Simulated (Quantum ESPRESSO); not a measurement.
# Ir (Fm-3m) in Quantum ESPRESSO: equation of state

Aim: energy against volume of Ir in PBE, for its equilibrium volume and stiffness.

All numbers are computed with Quantum ESPRESSO 7.5; they aren't measurements. Logs are shortened: lines on timing, memory, paths and dates and some standing lists are left out, and cuts for length are marked.

## 1. The structure

It takes space group Fm-3m (No. 225, cubic). The conventional cell has a = 3.831 Å, b = 3.831 Å, c = 3.831 Å, α = 90.00°, β = 90.00°, γ = 90.00°. Ir (site symmetry m-3m) is surrounded by 12 Ir at 2.71 Å.

## 2. Single point, PBE, 13.22 Å³/atom

pw.in reads:

```
&CONTROL
  calculation = 'scf'
  prefix = 'pwscf'
  outdir = './tmp'
  pseudo_dir = './pseudo'
  tprnfor = .true.
  tstress = .true.
  disk_io = 'nowf'
/
&SYSTEM
  ibrav = 0
  nat = 1
  ntyp = 1
  ecutwfc = 55
  ecutrho = 440
  nbnd = 13
  occupations = 'smearing'
  smearing = 'fd'
  degauss = 0.00367493
/
&ELECTRONS
  conv_thr = 2d-10
  electron_maxstep = 120
  mixing_beta = 0.5
/
ATOMIC_SPECIES
Ir   192.2170 Ir_pbe_v1.2.uspp.F.UPF
CELL_PARAMETERS angstrom
   0.0000000000    1.8764951499    1.8764951499
   1.8764951499    0.0000000000    1.8764951499
   1.8764951499    1.8764951499    0.0000000000
ATOMIC_POSITIONS crystal
Ir     0.0000000000    0.0000000000    0.0000000000
K_POINTS automatic
12 12 12 0 0 0
```

Potentials or basis: SSSP 1.3 efficiency PBE.

The run is started by

```bash
OMP_NUM_THREADS=1 pw.x -in pw.in > pw.out
```

pw.out:

```text
This program is part of the open-source Quantum ESPRESSO suite
     for quantum simulation of materials; please cite
[... 9 lines left out ...]
     --------------------
     sticks:   dense  smooth     PW     G-vecs:    dense   smooth      PW
     Sum         757     379    121                13851     4957     941

     Using Slab Decomposition

     bravais-lattice index     =            0
     lattice parameter (alat)  =       5.0149  a.u.
     unit-cell volume          =      89.1803 (a.u.)^3
     number of atoms/cell      =            1
     number of atomic types    =            1
     number of electrons       =        15.00
     number of Kohn-Sham states=           13
     kinetic-energy cutoff     =      55.0000  Ry
     charge density cutoff     =     440.0000  Ry
     scf convergence threshold =      2.0E-10
     mixing beta               =       0.5000
     number of iterations used =            8  plain     mixing
     Exchange-correlation= SLA  PW   PBE  PBE
                           (   1   4   3   4   0   0   0)

     celldm(1)=   5.014889  celldm(2)=   0.000000  celldm(3)=   0.000000
     celldm(4)=   0.000000  celldm(5)=   0.000000  celldm(6)=   0.000000

     crystal axes: (cart. coord. in units of alat)
               a(1) = (   0.000000   0.707107   0.707107 )
               a(2) = (   0.707107   0.000000   0.707107 )
               a(3) = (   0.707107   0.707107   0.000000 )

     reciprocal axes: (cart. coord. in units 2 pi/alat)
               b(1) = ( -0.707107  0.707107  0.707107 )
               b(2) = (  0.707107 -0.707107  0.707107 )
               b(3) = (  0.707107  0.707107 -0.707107 )

     PseudoPot. # 1 for Ir read from file:
     Ir_pbe_v1.2.uspp.F.UPF
     Pseudo is Ultrasoft + core correction, Zval = 15.0
     Generated by new atomic code, or converted to UPF format
     Using radial grid of  983 points,  7 beta functions with:
                l(1) =   0
                l(2) =   0
                l(3) =   1
                l(4) =   1
                l(5) =   1
                l(6) =   2
                l(7) =   2
     Q(r) pseudized with  8 coefficients,  rinner =    1.400   1.400   1.400
                                                       1.400   1.400

     atomic species   valence    mass     pseudopotential
     Ir               15.00   192.21700     Ir( 1.00)

     48 Sym. Ops., with inversion, found

   Cartesian axes

     site n.     atom                  positions (alat units)
         1        Ir     tau(   1) = (   0.0000000   0.0000000   0.0000000  )

     number of k points=    72  Fermi-Dirac smearing, width (Ry)=  0.0037
                       cart. coord. in units 2pi/alat
        k(    1) = (   0.0000000   0.0000000   0.0000000), wk =   0.0011574
        k(    2) = (   0.0589256   0.0589256  -0.0589256), wk =   0.0092593
        k(    3) = (   0.1178511   0.1178511  -0.1178511), wk =   0.0092593
        k(    4) = (   0.1767767   0.1767767  -0.1767767), wk =   0.0092593
        k(    5) = (   0.2357023   0.2357023  -0.2357023), wk =   0.0092593
        k(    6) = (   0.2946278   0.2946278  -0.2946278), wk =   0.0092593
[... 64 lines left out ...]
        k(   71) = (  -0.7071068   0.2357023   0.0000000), wk =   0.0138889
        k(   72) = (  -0.7071068   0.3535534   0.0000000), wk =   0.0069444

     Dense  grid:    13851 G-vectors     FFT dimensions: (  36,  36,  36)

     Smooth grid:     4957 G-vectors     FFT dimensions: (  24,  24,  24)

     Initial potential from superposition of free atoms

     starting charge      14.5000, renormalised to      15.0000

     negative rho (up, down):  3.746E-01 0.000E+00
     Starting wfcs are   12 randomized atomic wfcs +    1 random wfcs

     Self-consistent Calculation

     iteration #  1     ecut=    55.00 Ry     beta= 0.50
     Davidson diagonalization with overlap
     ethr =  1.00E-02,  avg # of iterations =  4.3

     negative rho (up, down):  3.293E-01 0.000E+00

     total energy              =    -181.68484406 Ry
     estimated scf accuracy    <       0.57385891 Ry

     iteration #  2     ecut=    55.00 Ry     beta= 0.50
     Davidson diagonalization with overlap
     ethr =  3.83E-03,  avg # of iterations =  2.4
[... 51 lines left out ...]
     iteration #  8     ecut=    55.00 Ry     beta= 0.50
     Davidson diagonalization with overlap
     ethr =  6.15E-12,  avg # of iterations =  2.0

     negative rho (up, down):  3.161E-01 0.000E+00

     End of self-consistent calculation

          k = 0.0000 0.0000 0.0000 (   609 PWs)   bands (ev):

   -22.3230 -22.3230 -22.3230  15.3756  22.8381  22.8381  22.8381  25.8226
    25.8226  37.6508  40.5704  46.4817  46.4817

          k = 0.0589 0.0589-0.0589 (   612 PWs)   bands (ev):

   -22.3938 -22.3325 -22.3325  15.7077  22.6582  22.9797  22.9797  25.7272
    25.7272  37.6505  41.1566  45.1844  47.0528

          k = 0.1179 0.1179-0.1179 (   597 PWs)   bands (ev):
[... 111 lines left out ...]
   -23.1513 -22.6475 -22.4634  19.4764  22.1364  23.0273  23.6902  26.5184
    30.1317  37.4967  37.7446  42.8158  44.7134

          k =-0.0589-0.2946 0.2946 (   611 PWs)   bands (ev):

   -22.9984 -22.6064 -22.4200  19.2991  21.8092  22.6911  23.9768  25.2913
    28.7939  37.6464  40.2746  44.0807  45.6420

          k = 0.0000-0.2357 0.2357 (   616 PWs)   bands (ev):

   -22.8276 -22.5250 -22.3819  18.3355  21.6304  23.1748  24.1644  24.5380
    27.4013  37.6487  41.9127  44.8501  47.2515

          k = 0.3536 0.0000 0.0000 (   592 PWs)   bands (ev):

   -22.8176 -22.5099 -22.5099  18.4948  20.6431  23.7803  25.0452  25.0452
    26.8805  37.6500  45.0993  45.8234  45.8234

          k = 0.4125 0.0589-0.0589 (   613 PWs)   bands (ev):

   -22.9594 -22.5636 -22.5532  19.0740  20.3140  23.5333  25.4227  26.3889
    27.4181  37.6483  42.8646  44.6783  45.2433

          k = 0.4714 0.1179-0.1179 (   611 PWs)   bands (ev):
[... 11 lines left out ...]
   -23.1573 -22.8064 -22.5554  19.8738  21.3262  23.1195  24.6606  27.7344
    32.9084  34.8064  37.6552  41.8070  45.5399

          k =-0.0589-0.4125 0.4125 (   616 PWs)   bands (ev):

   -23.1028 -22.8292 -22.5132  20.2871  21.5956  22.5452  24.5118  26.6353
    31.5550  37.4657  37.7129  41.2506  45.1542

          k = 0.0000-0.3536 0.3536 (   616 PWs)   bands (ev):

   -23.0493 -22.7518 -22.4637  20.3345  21.6719  22.0878  24.4124  25.5961
    30.3593  37.6426  39.3410  42.5351  44.8024

          k = 0.4714 0.0000-0.0000 (   624 PWs)   bands (ev):

   -23.0491 -22.6024 -22.6024  18.9820  19.7898  24.8511  26.5669  26.5669
    27.4748  37.6473  42.8850  42.8850  44.5278

          k = 0.5303 0.0589-0.0589 (   615 PWs)   bands (ev):
[... 21 lines left out ...]
   -23.2122 -22.6694 -22.6694  18.6317  19.2295  27.3587  27.9463  28.0849
    28.0849  37.6416  40.1680  40.1680  40.8642

          k =-0.0589-0.6482 0.6482 (   618 PWs)   bands (ev):

   -23.2388 -22.7167 -22.6785  18.6473  19.2488  26.7282  27.6700  28.6222
    30.5189  37.5523  37.8229  39.8487  40.2797

          k = 0.0000-0.5893 0.5893 (   620 PWs)   bands (ev):

   -23.1967 -22.8055 -22.6579  18.9808  19.7397  25.3609  27.0344  28.3552
    33.1408  35.5071  37.6532  39.9251  41.1001

          k =-0.7071 0.0000 0.0000 (   636 PWs)   bands (ev):

   -23.2710 -22.6938 -22.6938  18.4277  19.0356  28.1277  28.8136  28.8136
    28.9200  37.6209  38.8069  39.0057  39.0057

          k = 0.2357 0.1179 0.0000 (   599 PWs)   bands (ev):

   -22.6676 -22.4460 -22.3836  17.3839  21.6885  23.4913  23.8535  24.7827
    26.4528  37.6502  43.2823  43.9165  47.2107

          k = 0.2946 0.1768-0.0589 (   606 PWs)   bands (ev):

   -22.8652 -22.5120 -22.4136  18.4730  21.5034  23.0599  24.0781  25.2360
    27.3382  37.6489  41.7161  44.8327  47.4545

          k = 0.3536 0.2357-0.1179 (   615 PWs)   bands (ev):
[... 6 lines left out ...]
   -23.2123 -22.5883 -22.4873  19.1566  22.1114  23.3900  23.6818  27.5536
    29.9230  36.4208  37.6640  42.2090  45.4243

          k =-0.2357-0.3536 0.4714 (   606 PWs)   bands (ev):

   -23.2656 -22.5968 -22.5012  19.1242  21.9706  23.4293  24.2299  27.9643
    30.8856  34.7712  37.6575  41.8683  45.5115

          k = 0.3536 0.1179 0.0000 (   609 PWs)   bands (ev):

   -22.8747 -22.5428 -22.4783  18.8117  20.8181  23.1033  25.0379  25.3060
    27.3665  37.6490  42.9500  45.4163  46.4180

          k = 0.4125 0.1768-0.0589 (   612 PWs)   bands (ev):

   -23.0233 -22.6186 -22.5138  19.5569  20.8753  22.5472  24.9979  26.5214
    28.6816  37.6463  40.5224  44.2171  44.7229

          k =-0.2357-0.4714 0.5893 (   615 PWs)   bands (ev):
[... 11 lines left out ...]
   -23.1662 -22.7479 -22.5295  20.0270  21.4250  22.9323  24.3147  27.3453
    31.7946  35.9381  37.6589  42.5054  44.1468

          k =-0.0589-0.2946 0.4125 (   617 PWs)   bands (ev):

   -23.0844 -22.7183 -22.4888  20.1393  21.8185  21.8572  24.5415  26.2670
    30.3410  37.6374  38.6871  42.9122  44.3493

          k = 0.0000-0.2357 0.3536 (   616 PWs)   bands (ev):

   -22.9761 -22.6318 -22.4452  19.5944  21.2528  22.4418  24.7972  25.1214
    28.8317  37.6469  40.8975  44.3480  45.2474

          k = 0.4714 0.1179-0.0000 (   614 PWs)   bands (ev):

   -23.0612 -22.6387 -22.5844  19.3497  20.0459  23.6245  26.5426  26.5598
    28.5752  37.6464  41.1856  42.6833  44.3585

          k =-0.1768-0.5303 0.6482 (   615 PWs)   bands (ev):
[... 26 lines left out ...]
   -23.1744 -22.7972 -22.6706  19.2330  19.9031  24.5983  26.7026  28.4948
    32.9037  36.2211  37.6591  39.7020  41.3954

          k =-0.0000-0.4714 0.5893 (   616 PWs)   bands (ev):

   -23.0957 -22.9131 -22.6391  19.6734  20.6392  23.5827  25.8837  28.1165
    34.2360  35.5766  37.6485  39.2348  42.5260

          k =-0.7071 0.1179-0.0000 (   620 PWs)   bands (ev):

   -23.2333 -22.7337 -22.6964  18.7693  19.3527  26.1773  27.4815  28.8156
    31.6977  37.1649  37.6973  38.8638  40.4749

          k =-0.2357-0.4714 0.7071 (   624 PWs)   bands (ev):

   -23.0772 -22.7374 -22.5517  20.3292  20.7739  22.0460  25.7462  26.5641
    30.4405  37.6409  39.2291  41.8369  44.1832

          k =-0.1768-0.4125 0.6482 (   621 PWs)   bands (ev):
[... 11 lines left out ...]
   -23.1217 -22.8138 -22.6563  19.8818  20.4159  23.0585  26.1923  28.0762
    32.5359  37.4932  37.7631  39.3386  42.3732

          k =-0.0589-0.4125 0.6482 (   619 PWs)   bands (ev):

   -23.0657 -22.9126 -22.6720  20.1413  20.9994  22.5846  25.4343  28.4420
    34.7060  35.8692  37.6525  38.9673  41.8036

          k = 0.0000-0.3536 0.5893 (   625 PWs)   bands (ev):

   -23.0247 -22.9560 -22.6438  20.4797  21.5033  21.8130  25.2533  28.0739
    33.6489  37.6275  37.8174  38.1416  42.6163

          k =-0.7071 0.2357 0.0000 (   618 PWs)   bands (ev):

   -23.1301 -22.8417 -22.7021  19.6261  20.2861  23.7802  26.0090  28.8190
    34.4389  36.2687  37.6689  38.2283  41.1400

          k =-0.7071 0.3536 0.0000 (   616 PWs)   bands (ev):

   -22.9871 -22.9871 -22.7049  20.2200  21.7864  21.7864  25.1117  28.8208
    36.0181  36.7419  36.7419  37.6670  41.2536

     the Fermi energy is    27.1830 ev

!    total energy              =    -181.77197746 Ry
     estimated scf accuracy    <          1.9E-11 Ry
     smearing contrib. (-TS)   =      -0.00030127 Ry
     internal energy E=F+TS    =    -181.77167619 Ry

     The total energy is F=E-TS. E is the sum of the following terms:
     one-electron contribution =      -2.17869747 Ry
     hartree contribution      =      16.40794796 Ry
     xc contribution           =     -50.54464397 Ry
     ewald contribution        =    -145.45628271 Ry

     convergence has been achieved in   8 iterations

     negative rho (up, down):  3.161E-01 0.000E+00

     Forces acting on atoms (cartesian axes, Ry/au):

     atom    1 type  1   force =     0.00000000    0.00000000    0.00000000

     Total force =     0.000000     Total SCF correction =     0.000000

     Computing stress (Cartesian axis) and pressure

     negative rho (up, down):  3.161E-01 0.000E+00
          total   stress  (Ry/bohr**3)                   (kbar)     P=      393.79
   0.00267695   0.00000000   0.00000000          393.79        0.00        0.00
   0.00000000   0.00267695   0.00000000            0.00      393.79        0.00
  -0.00000000   0.00000000   0.00267695           -0.00        0.00      393.79

=------------------------------------------------------------------------------=
   JOB DONE.
=------------------------------------------------------------------------------=
```

Wall time 8.4 s (1 thread of Arm Neoverse V2, shared host); peak memory 0.09 GiB.

What came out:

```
Free energy            : -2473.1337 eV
Pressure               : 39.4 GPa
Band gap on the k mesh : none (metal or under the smearing width)
```

## 3. Single point, PBE, 13.50 Å³/atom

Changes to pw.in since step 2:

```diff
@@ -28,5 +28,5 @@
 CELL_PARAMETERS angstrom
-   0.0000000000    1.8764951499    1.8764951499
-   1.8764951499    0.0000000000    1.8764951499
-   1.8764951499    1.8764951499    0.0000000000
+   0.0000000000    1.8897103398    1.8897103398
+   1.8897103398    0.0000000000    1.8897103398
+   1.8897103398    1.8897103398    0.0000000000
 ATOMIC_POSITIONS crystal
```

Potentials or basis: SSSP 1.3 efficiency PBE.

The run is started by

```bash
OMP_NUM_THREADS=1 pw.x -in pw.in > pw.out
```

Wall time 8.5 s (1 thread of Arm Neoverse V2, shared host); peak memory 0.09 GiB.

Results (log left out):

* Free energy: -2473.1950 eV
* Pressure: 28.5 GPa
* Band gap on the k mesh: none (metal or under the smearing width)

## 4. Single point, PBE, 13.78 Å³/atom

Changes to pw.in since step 3:

```diff
@@ -28,5 +28,5 @@
 CELL_PARAMETERS angstrom
-   0.0000000000    1.8897103398    1.8897103398
-   1.8897103398    0.0000000000    1.8897103398
-   1.8897103398    1.8897103398    0.0000000000
+   0.0000000000    1.9027432368    1.9027432368
+   1.9027432368    0.0000000000    1.9027432368
+   1.9027432368    1.9027432368    0.0000000000
 ATOMIC_POSITIONS crystal
```

The run is started by

```bash
OMP_NUM_THREADS=1 pw.x -in pw.in > pw.out
```

It took 8.6 s on 1 thread of Arm Neoverse V2, shared host; peak memory 0.1 GiB.

The run converged. Its results:

* Free energy: -2473.2380 eV
* Pressure: 18.9 GPa
* Band gap on the k mesh: none (metal or under the smearing width)

## 5. Single point, PBE, 14.06 Å³/atom

Changes to pw.in since step 4:

```diff
@@ -28,5 +28,5 @@
 CELL_PARAMETERS angstrom
-   0.0000000000    1.9027432368    1.9027432368
-   1.9027432368    0.0000000000    1.9027432368
-   1.9027432368    1.9027432368    0.0000000000
+   0.0000000000    1.9156000000    1.9156000000
+   1.9156000000    0.0000000000    1.9156000000
+   1.9156000000    1.9156000000    0.0000000000
 ATOMIC_POSITIONS crystal
```

The run is started by

```bash
OMP_NUM_THREADS=1 pw.x -in pw.in > pw.out
```

Wall time 8.8 s (1 thread of Arm Neoverse V2, shared host); peak memory 0.1 GiB.

It converged, with:

```
Free energy            : -2473.2653 eV
Pressure               : 10.3 GPa
Band gap on the k mesh : none (metal or under the smearing width)
```

(Part 1 of 2 ends here.)
